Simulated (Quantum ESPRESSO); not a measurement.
N:

```
N
1.0
     5.81510    0.00000    0.00000
     0.00000    5.81510    0.00000
     0.00000    0.00000    5.81510
N
8
Cartesian
  0.2667 2.6409 3.1742
  2.6409 3.1742 0.2667
  3.1742 0.2667 2.6409
  5.5484 5.5484 5.5484
  5.4435 3.2791 2.5360
  3.2791 2.5360 5.4435
  2.5360 5.4435 3.2791
  0.3716 0.3716 0.3716
```

Base run:

* Program: Quantum ESPRESSO 7.5
* Functional: LDA
* Potentials or basis: GBRV 1.5 LDA
* Cutoff: 612 eV
* Density cutoff: 4898 eV
* k mesh: 5 × 5 × 5
* Occupations: fermi-dirac, width 0.05 eV
* Spin: no spin polarisation

Its results: band gap on the k mesh 7.28 eV, indirect (least direct gap 7.30 eV); pressure -1.4 GPa; largest force 0.672 eV/Å.

The run is repeated on the same cell with these changes: functional from LDA to PBEsol; potentials or basis from GBRV 1.5 LDA to GBRV 1.5 PBEsol. What comes out?

Band gap on the k mesh 7.38 eV, indirect (least direct gap 7.40 eV); pressure 0.3 GPa; largest force 0.128 eV/Å.
